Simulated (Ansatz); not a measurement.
## Phonon spectrum of BeS

Level of theory: DFT PBE, scalar-relativistic, plane waves, PAW in Ansatz. Cutoff 420 eV, 6×6×6 k-points (Γ-centred), fixed occupations. No spin polarisation. Phonons by linear response, acoustic sum rule imposed.

The cell, relaxed at this level:
```
CELL_PARAMETERS angstrom
-3.37489 3.37489 2.83876
3.37489 -3.37489 2.83876
3.37489 3.37489 -2.83876
ATOMIC_POSITIONS crystal
Be 0.54576 0.04576 0.22233
Be 0.82343 0.32343 0.77767
Be 0.04576 0.82343 0.50000
Be 0.32343 0.54576 0.50000
S 0.65757 0.47324 0.50000
S 0.97324 0.15757 0.50000
S 0.15757 0.65757 0.18433
S 0.47324 0.97324 0.81567
```

The structure comes from a generated guess, relaxed at this level; another structure or a mixture of phases may lie lower. The q mesh is coarse, so values between its points are rough.

Force constants from linear response on a 2×2×2 q mesh.

Path: Γ–X–M–Γ–Z | Z0–M | X–P–N–Γ. Only the points of the 2×2×2 mesh were computed; the rest is interpolation, which is rough on so few points. On the mesh no mode is imaginary. Distance along the path (Å⁻¹), then the branches (cm⁻¹, negative for imaginary; the LO field is included):
```
0.000  0 0 0 159 222 268 268 286 311 311 312 377 384 429 462 468 542 544 555 557 568 590 622 660
0.165  32 40 75 166 215 255 267 275 305 312 325 369 383 427 466 469 539 541 557 562 568 590 623 664
0.329  62 85 140 185 197 229 245 265 310 312 331 359 381 424 469 475 533 536 557 568 569 592 621 674
0.494  87 122 177 185 208 209 218 259 312 312 324 363 379 422 469 482 526 533 552 569 570 592 618 685
0.658  99 141 166 181 198 220 228 253 308 312 321 367 378 422 469 484 524 532 548 570 571 590 617 690
0.823  120 149 150 176 197 232 235 239 290 307 334 367 377 421 474 487 526 532 548 569 582 586 616 684
0.987  120 158 166 171 196 209 246 251 262 298 350 370 375 419 483 491 524 543 548 564 576 599 620 667
1.152  91 158 166 186 197 222 241 255 263 284 366 372 374 418 491 494 525 549 554 556 566 606 628 644
1.317  78 155 155 197 197 226 258 258 262 268 372 373 374 417 494 494 527 549 549 562 562 607 630 635
1.549  100 162 171 174 207 217 228 252 259 296 364 365 374 418 490 491 524 547 554 557 570 604 638 641
1.782  109 118 166 184 194 219 239 244 270 324 345 350 378 420 478 482 526 540 559 560 583 589 644 653
2.015  57 60 96 173 208 249 258 274 289 324 328 360 382 426 467 472 534 541 559 561 573 589 633 659
2.247  0 0 0 159 222 268 268 286 311 311 312 377 384 429 462 468 542 544 555 557 568 590 622 660
2.365  33 33 58 158 224 262 262 279 312 312 312 381 385 427 462 462 545 545 555 568 568 578 624 668
2.602  88 88 148 170 230 230 236 238 308 315 315 392 396 415 465 465 541 555 555 578 578 585 634 657
2.838  123 123 128 201 201 206 252 267 296 307 307 396 400 403 473 473 528 551 551 590 590 599 640 641
3.074  99 143 143 192 192 209 263 275 283 283 339 380 388 412 485 485 524 544 544 582 582 610 628 639
3.192  86 151 151 193 193 219 266 267 268 268 360 375 380 416 491 491 526 544 544 572 572 609 629 636
3.233  83 152 152 195 195 222 264 264 265 267 365 374 377 416 492 492 526 545 545 569 569 608 629 636
3.273  80 154 154 196 196 224 261 261 264 268 369 374 375 417 493 493 527 547 547 566 566 608 630 635
3.313  78 154 154 197 197 225 259 259 263 268 371 373 374 417 494 494 527 548 548 563 563 607 630 635
3.354  78 155 155 197 197 226 258 258 262 268 372 373 374 417 494 494 527 549 549 562 562 607 630 635
3.423  100 143 167 179 198 220 231 251 309 311 320 367 379 421 469 484 526 533 548 569 571 592 618 690
3.562  110 155 166 172 196 217 240 246 301 306 320 367 382 418 469 481 536 537 546 566 574 597 625 685
3.700  125 156 178 181 193 212 222 264 275 300 332 364 389 413 470 478 542 547 549 562 580 601 637 676
3.838  139 149 192 194 203 204 208 242 279 290 346 357 397 405 472 475 549 551 553 556 590 599 651 665
3.966  145 145 195 195 200 200 225 225 284 284 352 352 401 401 473 473 550 550 555 555 596 596 658 658
4.082  145 145 191 191 205 205 226 226 280 280 355 355 400 400 473 473 545 545 560 560 597 597 656 656
4.198  146 146 188 188 208 208 228 228 275 275 359 359 400 400 473 473 542 542 561 561 601 601 653 653
4.315  145 145 188 188 210 210 230 230 271 271 362 362 399 399 473 473 540 540 562 562 604 604 651 651
4.463  137 147 176 198 209 215 223 240 250 288 357 366 395 403 472 473 539 542 560 563 602 605 649 651
4.644  110 123 166 187 212 220 228 240 267 309 344 373 389 413 470 470 541 544 558 566 589 598 643 655
4.825  71 78 117 164 219 241 248 265 290 315 329 377 386 422 466 466 544 545 556 567 574 587 633 661
5.005  24 24 42 159 222 264 265 283 306 313 316 377 384 428 462 464 543 543 556 562 568 584 624 665
```
